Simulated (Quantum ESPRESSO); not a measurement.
# MgS (F-43m) in Quantum ESPRESSO: reference runs, part 2 of 2

Quantum ESPRESSO 7.5.

**3. Single point, PBEsol (atoms moved at random, drawn with an rms of 0.05 Å)**

Input file pw.in:

```
&CONTROL
  calculation = 'scf'
  prefix = 'pwscf'
  outdir = './tmp'
  pseudo_dir = './pseudo'
  tprnfor = .true.
  tstress = .true.
  disk_io = 'nowf'
/
&SYSTEM
  ibrav = 0
  nat = 2
  ntyp = 2
  ecutwfc = 45
  ecutrho = 360
  nbnd = 14
  occupations = 'smearing'
  smearing = 'fd'
  degauss = 0.00367493
/
&ELECTRONS
  conv_thr = 4d-10
  electron_maxstep = 120
  mixing_beta = 0.5
/
ATOMIC_SPECIES
S     32.0600 s_pbesol_v1.4.uspp.F.UPF
Mg    24.3050 mg_pbesol_v1.4.uspp.F.UPF
CELL_PARAMETERS angstrom
   0.0000000000    2.8331200468    2.8331200468
   2.8331200468    0.0000000000    2.8331200468
   2.8331200468    2.8331200468    0.0000000000
ATOMIC_POSITIONS crystal
S      0.2577930000    0.2466650000    0.2502830000
Mg    -0.0128600000    0.0110690000    0.0033980000
K_POINTS automatic
8 8 8 0 0 0
```

Potentials or basis: GBRV 1.5 PBEsol.

Started as:

```sh
> OMP_NUM_THREADS=1 mpirun -n 2 pw.x -nk 2 -in pw.in > pw.out
```

pw.out:

```text
This program is part of the open-source Quantum ESPRESSO suite
     for quantum simulation of materials; please cite
         "P. Giannozzi et al., J. Phys.:Condens. Matter 21 395502 (2009);
         "P. Giannozzi et al., J. Phys.:Condens. Matter 29 465901 (2017);
         "P. Giannozzi et al., J. Chem. Phys. 152 154105 (2020);
     in publications or presentations arising from this work. More details at

     K-points division:     npool     =       2
     Subspace diagonalization in iterative solution of the eigenvalue problem:
     a serial algorithm will be used

     G-vector sticks info
     --------------------
     sticks:   dense  smooth     PW     G-vecs:    dense   smooth      PW
     Sum        1417     703    211                35557    12387    2109

     Using Slab Decomposition

     bravais-lattice index     =            0
     lattice parameter (alat)  =       7.5714  a.u.
     unit-cell volume          =     306.9174 (a.u.)^3
     number of atoms/cell      =            2
     number of atomic types    =            2
     number of electrons       =        16.00
     number of Kohn-Sham states=           14
     kinetic-energy cutoff     =      45.0000  Ry
     charge density cutoff     =     360.0000  Ry
     scf convergence threshold =      4.0E-10
     mixing beta               =       0.5000
     number of iterations used =            8  plain     mixing
     Exchange-correlation= SLA  PW   PSX  PSC
                           (   1   4  10   8   0   0   0)

     celldm(1)=   7.571446  celldm(2)=   0.000000  celldm(3)=   0.000000
     celldm(4)=   0.000000  celldm(5)=   0.000000  celldm(6)=   0.000000

[... 44 lines left out ...]

   Cartesian axes

     site n.     atom                  positions (alat units)
         1        S      tau(   1) = (   0.3513953   0.3592640   0.3567057  )
         2        Mg     tau(   2) = (   0.0102297  -0.0066906  -0.0012664  )

     number of k points=   260  Fermi-Dirac smearing, width (Ry)=  0.0037

     Number of k-points >= 100: set verbosity='high' to print them.

     Dense  grid:    35557 G-vectors     FFT dimensions: (  45,  45,  45)

     Smooth grid:    12387 G-vectors     FFT dimensions: (  36,  36,  36)

     Initial potential from superposition of free atoms

     starting charge      15.6997, renormalised to      16.0000
     Starting wfcs are    9 randomized atomic wfcs +    5 random wfcs

     Self-consistent Calculation

     iteration #  1     ecut=    45.00 Ry     beta= 0.50
     Davidson diagonalization with overlap
     ethr =  1.00E-02,  avg # of iterations =  7.6

     total energy              =    -149.30137165 Ry
     estimated scf accuracy    <       0.17304425 Ry
[... 50 lines left out ...]
     iteration #  9     ecut=    45.00 Ry     beta= 0.50
     Davidson diagonalization with overlap
     ethr =  6.04E-12,  avg # of iterations =  3.0

     End of self-consistent calculation

     Number of k-points >= 100: set verbosity='high' to print the bands.

     the Fermi energy is     4.7409 ev

!    total energy              =    -149.33358120 Ry
     estimated scf accuracy    <          2.5E-11 Ry
     smearing contrib. (-TS)   =      -0.00000000 Ry
     internal energy E=F+TS    =    -149.33358120 Ry

     The total energy is F=E-TS. E is the sum of the following terms:
     one-electron contribution =    -114.80154505 Ry
     hartree contribution      =      57.72604130 Ry
     xc contribution           =     -25.05370722 Ry
     ewald contribution        =     -67.20437022 Ry

     convergence has been achieved in   9 iterations

     Forces acting on atoms (cartesian axes, Ry/au):

     atom    1 type  1   force =     0.01127522   -0.01128571   -0.00564900
     atom    2 type  2   force =    -0.01127522    0.01128571    0.00564900

     Total force =     0.023934     Total SCF correction =     0.000001

     Computing stress (Cartesian axis) and pressure

          total   stress  (Ry/bohr**3)                   (kbar)     P=       -4.05
  -0.00002923  -0.00003458  -0.00007444           -4.30       -5.09      -10.95
  -0.00003458  -0.00002925   0.00007437           -5.09       -4.30       10.94
  -0.00007444   0.00007437  -0.00002417          -10.95       10.94       -3.55

=------------------------------------------------------------------------------=
   JOB DONE.
=------------------------------------------------------------------------------=
```

Run time: 80 s. Hardware: 2 MPI ranks of Intel Xeon Platinum 8175M at 2.50GHz (Skylake/Cascade Lake), shared host; peak memory 0.32 GiB.

What came out:

```
Free energy            : -2031.7869 eV
Pressure               : -0.4 GPa
Largest force          : 0.435 eV/Å
Band gap on the k mesh : 3.20 eV, direct
```

Forces in eV/Å, atoms in the order of the input:
```
S    0.290 -0.290 -0.145
Mg  -0.290  0.290  0.145
```

Levels at points of the mesh, in eV from the valence-band top:
```
             k point  band 6  band 7  band 8  band 9  band 10  band 11
  (0.00, 0.00, 0.00)   -0.18   -0.05    0.00    3.20     7.75     7.76
 (0.00, 0.00, -0.50)   -3.24   -0.48   -0.34    4.90     7.36     7.51
(0.00, -0.50, -0.50)   -2.92   -1.16   -1.07    3.64     5.45    10.91
  (0.50, 0.50, 0.50)   -3.24   -0.48   -0.34    4.90     7.36     7.51
 (-0.50, 0.00, 0.00)   -3.32   -0.39   -0.34    4.91     7.46     7.51
 (0.00, -0.50, 0.00)   -3.20   -0.49   -0.38    4.90     7.35     7.47
(-0.50, 0.00, -0.50)   -2.92   -1.16   -1.07    3.64     5.45    10.91
(-0.50, -0.50, 0.00)   -2.92   -1.13   -1.10    3.63     5.45    10.91
```

A k mesh can miss the band edges.
